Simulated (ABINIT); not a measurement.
# Quasiparticle gap of ZnSe (Stilleite) in ABINIT, part 2 of 3

Aim: the G0W0 gap of ZnSe (Stilleite) on LDA, step by step.

ABINIT 10.8.3; LDA and many-body steps on it, plane waves. Known limits of the many-body steps: not at the basis limit; no spin-orbit coupling; coarse k mesh.

So far. Step 2 (Ground state): The gap is direct, at Γ.

## Step 3: Bands along the symmetry lines

Level of this step: DFT, LDA, plane waves, norm-conserving pseudopotentials (ABINIT).

The cheap functional maps the bands first; the places of the edges decide which points the dearer methods must see.

Input file run.abi:

```
acell 3*1.0 Angstrom
rprim 
  -0.000000000000 2.833800000000 2.833800000000
  2.833800000000 -0.000000000000 2.833800000000
  2.833800000000 2.833800000000 0.000000000000
ntypat 2
znucl 30 34
natom 2
typat 1 2
xred 
  0.000000000000 0.000000000000 0.000000000000
  0.250000000000 0.250000000000 0.250000000000
pp_dirpath "pseudos"
pseudos "Zn.upf, Se.upf"
ecut 48
iscf -2
irdden 1
kptopt 0
nkpt 50
kpt 
  0.00000000 0.00000000 0.00000000
  -0.06250000 -0.06250000 0.00000000
  -0.12500000 -0.12500000 0.00000000
  -0.18750000 -0.18750000 0.00000000
  -0.25000000 -0.25000000 0.00000000
  -0.31250000 -0.31250000 0.00000000
  -0.37500000 -0.37500000 0.00000000
  -0.43750000 -0.43750000 0.00000000
  -0.50000000 -0.50000000 0.00000000
  -0.48437500 -0.48437500 0.03125000
  -0.46875000 -0.46875000 0.06250000
  -0.45312500 -0.45312500 0.09375000
  -0.43750000 -0.43750000 0.12500000
  -0.42187500 -0.42187500 0.15625000
  -0.40625000 -0.40625000 0.18750000
  -0.39062500 -0.39062500 0.21875000
  -0.37500000 -0.37500000 0.25000000
  -0.37500000 0.00000000 0.37500000
  -0.32812500 0.00000000 0.32812500
  -0.28125000 0.00000000 0.28125000
  -0.23437500 0.00000000 0.23437500
  -0.18750000 0.00000000 0.18750000
  -0.14062500 0.00000000 0.14062500
  -0.09375000 0.00000000 0.09375000
  -0.04687500 0.00000000 0.04687500
  0.00000000 0.00000000 0.00000000
  0.00000000 0.00000000 0.06250000
  0.00000000 0.00000000 0.12500000
  0.00000000 0.00000000 0.18750000
  0.00000000 0.00000000 0.25000000
  0.00000000 0.00000000 0.31250000
  0.00000000 0.00000000 0.37500000
  0.00000000 0.00000000 0.43750000
  0.00000000 0.00000000 0.50000000
  -0.06250000 -0.03125000 0.46875000
  -0.12500000 -0.06250000 0.43750000
  -0.18750000 -0.09375000 0.40625000
  -0.25000000 -0.12500000 0.37500000
  -0.31250000 -0.15625000 0.34375000
  -0.37500000 -0.18750000 0.31250000
  -0.43750000 -0.21875000 0.28125000
  -0.50000000 -0.25000000 0.25000000
  -0.50000000 -0.28125000 0.21875000
  -0.50000000 -0.31250000 0.18750000
  -0.50000000 -0.34375000 0.15625000
  -0.50000000 -0.37500000 0.12500000
  -0.50000000 -0.40625000 0.09375000
  -0.50000000 -0.43750000 0.06250000
  -0.50000000 -0.46875000 0.03125000
  -0.50000000 -0.50000000 0.00000000
istwfk *1
nband 32
nbdbuf 5
tolwfr 1e-07
nstep 50
prtwf 0
prtvol 0
indata_prefix "in"
outdata_prefix "out"
tmpdata_prefix "tmp"
```

Started as:

```bash
$ OMP_NUM_THREADS=1 mpirun -n 4 abinit run.abi > log
```

Numbers of over 12 decimals in the logs are rounded to 6 here.

The log of the run:

```text
.Version 10.8.3 of ABINIT. v10.8.2 released Aug 2026.

 Symmetries : space group F-4 3 m (#216); Bravais cF (face-center cubic)
[... echo of the input left out ...]
== DATASET  1 ==================================================================
-   mpi_nproc: 4, omp_nthreads: 1 (-1 if OMP is not activated)

--- !DatasetInfo
iteration_state: {dtset: 1, }
dimensions: {natom: 2, nkpt: 50, mband: 32, nsppol: 1, nspinor: 1, nspden: 1, mpw: 4917, }
cutoff_energies: {ecut:  48.0, pawecutdg:  -1.0, }
electrons: {nelect:   4.40000000E+01, charge:   0.00000000E+00, occopt:   1.00000000E+00, tsmear:   1.00000000E-02, }

 Real(R)+Recip(G) space primitive vectors, cartesian coordinates (Bohr,Bohr^-1):
 R(1)=  0.0000000  5.3551059  5.3551059  G(1)= -0.0933688  0.0933688  0.0933688
 R(2)=  5.3551059  0.0000000  5.3551059  G(2)=  0.0933688 -0.0933688  0.0933688
 R(3)=  5.3551059  5.3551059  0.0000000  G(3)=  0.0933688  0.0933688 -0.0933688
 Unit cell volume ucvol=  3.0713845E+02 bohr^3
 Angles (23,13,12)=  6.00000000E+01  6.00000000E+01  6.00000000E+01 degrees

 getcut: wavevector=  0.0000  0.0000  0.0000  ngfft=  48  48  48
         ecut(hartree)=     48.000   => boxcut(ratio)=   2.03223

--- Pseudopotential description ------------------------------------------------
- Zn Generated using ONCVPSP code by D. R. Hamann
- 30.00000  20.00000  180309                  znucl, zion, pspdat
12 -1012 2 -1 1296                            pspcod,pspxc,lmax,lloc,mmax
     nproj     2     2     2
  pspatm : epsatm=   26.73031766
         --- l  ekb(1:nproj) -->
             0    2.816464   -1.526266
             1   -4.652122   -1.331242
             2   -6.981448   -2.558296
 pspatm: atomic psp has been read  and splines computed

- Se Generated using ONCVPSP code by D. R. Hamann
- 34.00000  24.00000  180309                  znucl, zion, pspdat
12 -1012 2 -1 1198                            pspcod,pspxc,lmax,lloc,mmax
     nproj     2     2     2
  pspatm : epsatm=   25.89836092
         --- l  ekb(1:nproj) -->
[...]
pspatm: atomic psp has been read  and splines computed

--------------------------------------------------------------------------------

================================================================================
 prteigrs : about to open file out_EIG
 Non-SCF case, kpt    1 (  0.00000  0.00000  0.00000), residuals and eigenvalues=
  3.77E-08  9.84E-09  2.73E-08  9.04E-08  7.32E-08  7.51E-08  8.09E-08  2.65E-08
  1.97E-08  3.94E-08  2.04E-08  7.22E-09  4.71E-08  2.05E-08  8.91E-08  3.25E-08
  3.77E-08  6.20E-08  7.94E-08  1.44E-08  8.48E-08  2.61E-08  8.20E-08  7.04E-08
[...]
-7.4411E+00 -5.2375E+00 -5.2375E+00 -5.2375E+00 -4.4348E+00 -2.7671E+00
 -2.7671E+00 -2.7671E+00 -1.5886E+00 -1.5886E+00 -1.5886E+00 -1.5884E+00
 -1.5884E+00 -3.4985E-01 -1.0483E-01 -1.0483E-01 -1.0483E-01 -9.1587E-02
[...]
6.1319E-01  6.1319E-01
 Non-SCF case, kpt    2 ( -0.06250 -0.06250  0.00000), residuals and eigenvalues=
[...]
6.1834E-01  6.3401E-01
 Non-SCF case, kpt    3 ( -0.12500 -0.12500  0.00000), residuals and eigenvalues=
[...]
6.3377E-01  6.5568E-01
[...]
Non-SCF case, kpt   49 ( -0.50000 -0.46875  0.03125), residuals and eigenvalues=
[...]
6.9554E-01  7.9045E-01
 Non-SCF case, kpt   50 ( -0.50000 -0.50000  0.00000), residuals and eigenvalues=
[...]
-8.5028E-02 -3.7667E-02  5.8885E-02  5.8885E-02  2.4313E-01  2.6190E-01
  5.2552E-01  5.4711E-01  5.4711E-01  6.5635E-01  6.7027E-01  6.7027E-01
  6.8196E-01  7.8647E-01

--- !ResultsGS
iteration_state: {dtset: 1, }
comment   : Summary of ground state results
lattice_vectors:
- [ -0.0000000,   5.3551059,   5.3551059, ]
- [  5.3551059,  -0.0000000,   5.3551059, ]
- [  5.3551059,   5.3551059,   0.0000000, ]
lattice_lengths: [   7.57326,    7.57326,    7.57326, ]
lattice_angles: [ 60.000,  60.000,  60.000, ] # degrees, (23, 13, 12)
lattice_volume:   3.0713845E+02
convergence: {deltae:  0.000E+00, res2:  0.000E+00, residm:  9.960E-08, diffor:  0.000E+00, }
etotal    :  -5.50448615E+02
entropy   :   0.00000000E+00
fermie    :   1.39712178E-01
cartesian_stress_tensor: null
pressure_GPa: null
xred      :
- [  0.0000E+00,   0.0000E+00,   0.0000E+00, Zn]
- [  2.5000E-01,   2.5000E-01,   2.5000E-01, Se]
cartesian_forces: null
force_length_stats: {min: null, max: null, mean: null, }

 Integrated electronic density in atomic spheres:
 ------------------------------------------------
 Atom  Sphere_radius  Integrated_density
[...]
================================================================================

 ----iterations are completed or convergence reached----

 Mean square residual over all n,k,spin=   45.112E-09; max=  99.602E-09
 reduced coordinates (array xred) for    2 atoms
       0.000000000000      0.000000000000      0.000000000000
       0.250000000000      0.250000000000      0.250000000000

 cartesian coordinates (angstrom) at end:
    1      0.000000     0.000000     0.000000
    2      1.416900     1.416900     1.416900
 length scales=  1.889726125908  1.889726125908  1.889726125908 bohr
              =  1.000000000000  1.000000000000  1.000000000000 angstroms
 prteigrs : about to open file out_EIG
 Eigenvalues (hartree) for nkpt=  50  k points:
 kpt#   1, nband= 32, wtk=  1.00000, kpt=  0.0000  0.0000  0.0000 (reduced coord)
[...]
kpt#   2, nband= 32, wtk=  1.00000, kpt= -0.0625 -0.0625  0.0000 (reduced coord)
[...]
kpt#   3, nband= 32, wtk=  1.00000, kpt= -0.1250 -0.1250  0.0000 (reduced coord)
[...]
kpt#  49, nband= 32, wtk=  1.00000, kpt= -0.5000 -0.4687  0.0313 (reduced coord)
[...]
kpt#  50, nband= 32, wtk=  1.00000, kpt= -0.5000 -0.5000  0.0000 (reduced coord)
[...]
-0.09572   -0.08983   -0.08503   -0.03767    0.05889    0.05889    0.24313    0.26190
   0.52552    0.54711    0.54711    0.65635    0.67027    0.67027    0.68196    0.78647

== END DATASET(S) ==============================================================
================================================================================

 -outvars: echo values of variables after computation  --------
            nband          32
             nkpt          50
          spgroup         216
 [... the other variables as echoed above ...]

 Calculation completed.
```

Wall time 22 s (4 MPI ranks of Arm Neoverse V2, shared host); peak memory 0.39 GiB; 89 s of CPU time.

Numbers from this step:

| Item | Value |
| --- | --- |
| gap | 1.028 eV |
| k of the valence top | 0, 0, 0 |
| k of the conduction bottom | 0, 0, 0 |
| least direct gap | 1.028 eV |

The gap is 1.028 eV, as in the run before at this level.

Electronic bands along the path, in eV, zero at the top of the highest filled band:

```
    point  band 19  band 20  band 21  band 22  band 23  band 24  band 25  band 26
        Γ    -6.29     0.00     0.00     0.00     1.03     5.72     5.72     5.72
  halfway    -6.27    -2.96    -1.26    -1.26     3.80     3.85     7.93     7.93
        X    -6.12    -4.83    -2.20    -2.20     2.81     3.33    10.50    11.09
  halfway    -6.08    -4.81    -2.59    -2.10     3.09     3.92     9.78    10.38
        U    -6.03    -4.78    -3.13    -1.80     3.43     5.47     8.88     9.17
jump to K    -6.03    -4.78    -3.13    -1.80     3.43     5.47     8.88     9.17
  halfway    -6.27    -3.41    -1.77    -0.50     3.63     5.81     6.53     6.60
        Γ    -6.29     0.00     0.00     0.00     1.03     5.72     5.72     5.72
  halfway    -6.29    -3.12    -0.48    -0.48     2.56     6.35     6.35     6.40
        L    -6.14    -5.29    -0.87    -0.87     2.35     6.30     6.30     8.35
  halfway    -6.08    -4.96    -2.45    -1.48     4.08     5.41     7.30     8.53
        W    -5.99    -4.75    -2.80    -2.69     5.35     5.44     6.81     7.57
  halfway    -6.05    -4.79    -2.51    -2.46     3.72     4.16     9.07     9.14
        X    -6.12    -4.83    -2.20    -2.20     2.81     3.33    10.50    11.09
```

## Step 4: Empty states on the mesh, 4×4×4 mesh, 856 bands

The sums over transitions need many empty states on a uniform mesh; this step solves for them.

Input file run.abi:

```
acell 3*1.0 Angstrom
rprim 
  -0.000000000000 2.833800000000 2.833800000000
  2.833800000000 -0.000000000000 2.833800000000
  2.833800000000 2.833800000000 0.000000000000
ntypat 2
znucl 30 34
natom 2
typat 1 2
xred 
  0.000000000000 0.000000000000 0.000000000000
  0.250000000000 0.250000000000 0.250000000000
pp_dirpath "pseudos"
pseudos "Zn.upf, Se.upf"
ecut 48
ngkpt 4 4 4
nshiftk 1
shiftk 0 0 0
kptopt 1
chksymbreak 0
irdden 1
istwfk *1
nband 856
prtvol 0
optdriver 6
gwr_task "HDIAGO"
paral_kgb 0
occopt 1
indata_prefix "in"
outdata_prefix "out"
tmpdata_prefix "tmp"
```

The log of the run:

```text
[banner, memory and clock lines left out]
.Version 10.8.3 of ABINIT. v10.8.2 released Aug 2026.

 Symmetries : space group F-4 3 m (#216); Bravais cF (face-center cubic)
[... echo of the input left out ...]
== DATASET  1 ==================================================================
-   mpi_nproc: 4, omp_nthreads: 1 (-1 if OMP is not activated)

--- !DatasetInfo
iteration_state: {dtset: 1, }
dimensions: {natom: 2, nkpt: 8, mband: 856, nsppol: 1, nspinor: 1, nspden: 1, mpw: 4910, }
cutoff_energies: {ecut:  48.0, pawecutdg:  -1.0, }
electrons: {nelect:   4.40000000E+01, charge:   0.00000000E+00, occopt:   1.00000000E+00, tsmear:   1.00000000E-02, }

.Using double precision arithmetic; gwpc =  8

- Reading GS density from: in_DEN

--- Pseudopotential description ------------------------------------------------
- Zn Generated using ONCVPSP code by D. R. Hamann
- 30.00000  20.00000  180309                  znucl, zion, pspdat
12 -1012 2 -1 1296                            pspcod,pspxc,lmax,lloc,mmax
     nproj     2     2     2
  pspatm : epsatm=   26.73031766
         --- l  ekb(1:nproj) -->
             0    2.816464   -1.526266
             1   -4.652122   -1.331242
             2   -6.981448   -2.558296
 pspatm: atomic psp has been read  and splines computed

- Se Generated using ONCVPSP code by D. R. Hamann
- 34.00000  24.00000  180309                  znucl, zion, pspdat
12 -1012 2 -1 1198                            pspcod,pspxc,lmax,lloc,mmax
     nproj     2     2     2
  pspatm : epsatm=   25.89836092
         --- l  ekb(1:nproj) -->
             0    3.542695   -2.986732
             1   -7.368149   -2.477856
             2  -10.200299   -4.476278
 pspatm: atomic psp has been read  and splines computed

   2.31566186E+03                                ecore*ucvol(ha*bohr**3)

 Total charge density [el/Bohr^3]
)     Maximum=    7.6066E+00  at reduced coord.    0.2083    0.2917    0.2917
)     Minimum=    1.9612E-03  at reduced coord.    0.7500    0.7500    0.7500
   Integrated=    4.4000E+01

 === KS gaps after direct diagonalization ===
 Direct band gap semiconductor
 Fundamental gap:     1.028 (eV)
   VBM:     3.802 (eV) at k: [ 0.0000E+00,  0.0000E+00,  0.0000E+00]
   CBM:     4.829 (eV) at k: [ 0.0000E+00,  0.0000E+00,  0.0000E+00]
 Direct gap:         1.028 (eV) at k: [ 0.0000E+00,  0.0000E+00,  0.0000E+00]

== END DATASET(S) ==============================================================

 -outvars: echo values of variables after computation  --------
           etotal      0.0000000000E+00
            nband         856
             nkpt           8
          spgroup         216
 [... the other variables as echoed above ...]

 Calculation completed.
```

Elapsed: 2.4 min, on 4 MPI ranks; peak memory 5.6 GiB.

This step gave:

| Quantity | Value |
| --- | --- |
| gap | 1.028 eV |
| k of the valence top | 0, 0, 0 |
| k of the conduction bottom | 0, 0, 0 |
| least direct gap | 1.028 eV |
| k points computed | 8 |
| lowest point of the top converged band, above the valence top | 384.5213 eV |

On this mesh the gap is 1.028 eV.

## Step 5: Screening, 4×4×4 mesh, 591 bands, screening to 390.5 eV

The RPA dielectric matrix is built and inverted for each q.

This step: RPA screening on LDA, plane waves, norm-conserving pseudopotentials.

run.abi, as its differences from that of step 4:

```diff
@@ -20,10 +20,11 @@
 chksymbreak 0
-irdden 1
 istwfk *1
-nband 856
-prtvol 0
-optdriver 6
-gwr_task "HDIAGO"
-paral_kgb 0
 occopt 1
+irdwfk 1
+optdriver 3
+nband 591
+ecuteps 14.35
+inclvkb 2
+awtr 1
+symchi 1
 indata_prefix "in"
```

The log of the run:

```text
.Version 10.8.3 of ABINIT. v10.8.2 released Aug 2026.

 Symmetries : space group F-4 3 m (#216); Bravais cF (face-center cubic)
[... echo of the input left out ...]
== DATASET  1 ==================================================================
-   mpi_nproc: 4, omp_nthreads: 1 (-1 if OMP is not activated)

--- !DatasetInfo
iteration_state: {dtset: 1, }
dimensions: {natom: 2, nkpt: 8, mband: 591, nsppol: 1, nspinor: 1, nspden: 1, mpw: 4910, }
cutoff_energies: {ecut:  48.0, pawecutdg:  -1.0, }
electrons: {nelect:   4.40000000E+01, charge:   0.00000000E+00, occopt:   1.00000000E+00, tsmear:   1.00000000E-02, }

 SCREENING: Calculation of the susceptibility and dielectric matrices

 Based on a program developped by R.W. Godby, V. Olevano, G. Onida, and L. Reining.
 Incorporated in ABINIT by V. Olevano, G.-M. Rignanese, and M. Torrent.
.Using double precision arithmetic ; gwpc =  8

[... cell and pseudopotentials left out ...]
--------------------------------------------------------------------------------

 ==== K-mesh for the wavefunctions ====
 Number of points in the irreducible wedge :     8
[... list of points left out ...]
 Together with 24 symmetry operations and time-reversal symmetry
 yields    64 points in the full Brillouin Zone.

 ==== Q-mesh for the screening function ====
 Number of points in the irreducible wedge :     8
[... list of points left out ...]
 Together with 24 symmetry operations and time-reversal symmetry
 yields    64 points in the full Brillouin Zone.

 setmesh: FFT mesh size selected  =    40x   40x   40
          total number of points  =        64000

 vcoul_init : cutoff-mode = AUXILIARY_FUNCTION
 q-points for optical limit:   1
     1)      0.000010    0.000020    0.000030

- screening: taking advantage of time-reversal symmetry
- Maximum band index for partially occupied states nbvw = 22
- Remaining bands to be divided among processors   nbcw = 569
- Number of bands treated by each node ~142

 Number of electrons calculated from density =   44.0000; Expected =   44.0000
 average of density, n =  0.143258
 r_s =    1.1856
 omega_plasma =   36.5103 [eV]

 calculating chi0 at frequencies [eV] :
  1    0.000000E+00    0.000000E+00
  2    0.000000E+00    3.651025E+01

--------------------------------------------------------------------------------
  q-point number  1        q = ( 0.000000, 0.000000, 0.000000) [r.l.u.]
--------------------------------------------------------------------------------
[... chi0 elements left out ...]
 For q-point:  0.000010 0.000020 0.000030
  dielectric constant =  19.5831
  dielectric constant without local fields =  20.6688

  Average fulfillment of the sum rule on Im[epsilon] for q-point    1 :     91.50  [%]
[... wings left out ...]
  q-point number  2        q = ( 0.250000, 0.000000, 0.000000) [r.l.u.]
--------------------------------------------------------------------------------
[... chi0 elements left out ...]
  Average fulfillment of the sum rule on Im[epsilon] for q-point    2 :     99.99  [%]

 [... 6 further q-points ...]
```

It took 21 min on 4 MPI ranks; peak memory 6.1 GiB; 83 min of CPU time.

This step gave:

* ε∞ with local fields, on this mesh, along the program's q direction: 19.58
* the same without local fields: 20.67
* plasma frequency: 36.51 eV
* plane waves in the screening matrix: 821

Local fields lower ε∞ by 5 %. On a Γ-centred mesh this coarse the value itself is usually too large, while a short band sum pulls it down.

(Part 2 of 3 ends here.)

[Paths, hosts, dates, memory and timing lines, banners, echoed tables and standing remarks are left out of the program output.]

[Logs are printed without paths, hosts, clocks, repeated set-up lines and the standing remarks that a program may print on its own settings, such as how far it seeks lower states.]

[Runs of the session that timed out or met a known fault of the program may be left out.]

[Hosts, paths, dates, database ids (printed as entryN), source tags and the programs' standing remarks are cut or masked in the printed files.]

[G0W0 gaps are taken among the corrected bands and points alone; a level outside them can change the order at an edge.]

[Where Ansatz stands beside ABINIT at settings called matched, ABINIT's density can come from a denser mesh and the files from another edition; pairs whose starting gaps differed by over 0.03 eV were left out, so agreement reads better than it is.]
